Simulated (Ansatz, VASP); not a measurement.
One calculation of P, two programs

```xyz
1
Lattice="-1.4831 1.4831 1.4831 1.4831 -1.4831 1.4831 1.4831 1.4831 -1.4831" Properties=species:S:1:pos:R:3 pbc="T T T"
P     0.0000    0.0000    0.0000
```

Alike in both runs: task single point; functional LDA; k mesh 16 × 16 × 16; occupations fermi-dirac, width 0.1 eV; no spin polarisation.

|  | VASP | Ansatz |
| --- | --- | --- |
| version | VASP 6.6.1 | Ansatz 0.2.0 |
| potentials or method | VASP PAW LDA potentials, release 64 (P) | plane waves (420 eV) with PAW, scalar-relativistic |
| plane-wave cutoff (eV) | 520 | 420 |
| valence electrons in the cell | 5 | 5 |

```tsv
	VASP	Ansatz	Ansatz less VASP
pressure (GPa)	4.6	4.7	+0.13
```

Ansatz warned: «pseudo_functional_mismatch».
